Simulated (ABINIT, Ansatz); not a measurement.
An input for ABINIT 10.8.3 (KBr (Fm-3m)):

```
acell 3*1.0 Angstrom
rprim 
  0.000000000000 3.300000000000 3.300000000000
  3.300000000000 -0.000000000000 3.300000000000
  3.300000000000 3.300000000000 0.000000000000
ntypat 2
znucl 19 35
natom 2
typat 1 2
xred 
  0.000000000000 0.000000000000 0.000000000000
  0.500000000000 0.500000000000 0.500000000000
pp_dirpath "pseudos"
pseudos "K.upf, Br.upf"
ecut 32
iscf -2
irdden 1
kptopt 0
nkpt 50
kpt 
  0.00000000 0.00000000 0.00000000
  0.06250000 0.00000000 0.06250000
  0.12500000 0.00000000 0.12500000
  0.18750000 0.00000000 0.18750000
  0.25000000 0.00000000 0.25000000
  0.31250000 0.00000000 0.31250000
  0.37500000 0.00000000 0.37500000
  0.43750000 0.00000000 0.43750000
  0.50000000 0.00000000 0.50000000
  0.51562500 0.03125000 0.51562500
  0.53125000 0.06250000 0.53125000
  0.54687500 0.09375000 0.54687500
  0.56250000 0.12500000 0.56250000
  0.57812500 0.15625000 0.57812500
  0.59375000 0.18750000 0.59375000
  0.60937500 0.21875000 0.60937500
  0.62500000 0.25000000 0.62500000
  0.37500000 0.37500000 0.75000000
  0.32812500 0.32812500 0.65625000
  0.28125000 0.28125000 0.56250000
  0.23437500 0.23437500 0.46875000
  0.18750000 0.18750000 0.37500000
  0.14062500 0.14062500 0.28125000
  0.09375000 0.09375000 0.18750000
  0.04687500 0.04687500 0.09375000
  0.00000000 0.00000000 0.00000000
  0.06250000 0.06250000 0.06250000
  0.12500000 0.12500000 0.12500000
  0.18750000 0.18750000 0.18750000
  0.25000000 0.25000000 0.25000000
  0.31250000 0.31250000 0.31250000
  0.37500000 0.37500000 0.37500000
  0.43750000 0.43750000 0.43750000
  0.50000000 0.50000000 0.50000000
  0.50000000 0.46875000 0.53125000
  0.50000000 0.43750000 0.56250000
  0.50000000 0.40625000 0.59375000
  0.50000000 0.37500000 0.62500000
  0.50000000 0.34375000 0.65625000
  0.50000000 0.31250000 0.68750000
  0.50000000 0.28125000 0.71875000
  0.50000000 0.25000000 0.75000000
  0.50000000 0.21875000 0.71875000
  0.50000000 0.18750000 0.68750000
  0.50000000 0.15625000 0.65625000
  0.50000000 0.12500000 0.62500000
  0.50000000 0.09375000 0.59375000
  0.50000000 0.06250000 0.56250000
  0.50000000 0.03125000 0.53125000
  0.50000000 0.00000000 0.50000000
istwfk *1
nband 15
nbdbuf 2
tolwfr 1e-08
nstep 40
prtwf 0
prtvol 0
indata_prefix "in"
outdata_prefix "out"
tmpdata_prefix "tmp"
```

```sh
OMP_NUM_THREADS=1 mpirun -n 4 abinit run.abi > log
```

Q: How long will it take on 4 MPI ranks of Intel Xeon Platinum 8375C at 2.90GHz (Ice Lake), shared host, and how much memory?

It took 22 s; on shared hardware allow 11 s to 44 s. Peak host memory was 0.34 GiB.

[Paths, hosts, dates, memory and timing lines, banners, echoed tables and standing remarks are left out of the program output.]

[Logs are printed without paths, hosts, clocks, repeated set-up lines and the standing remarks that a program may print on its own settings, such as how far it seeks lower states.]

[Runs of the session that timed out or met a known fault of the program may be left out.]

[Hosts, paths, dates, database ids (printed as entryN), source tags and the programs' standing remarks are cut or masked in the printed files.]

[G0W0 gaps are taken among the corrected bands and points alone; a level outside them can change the order at an edge.]

[Where Ansatz stands beside ABINIT at settings called matched, ABINIT's density can come from a denser mesh and the files from another edition; pairs whose starting gaps differed by over 0.03 eV were left out, so agreement reads better than it is.]
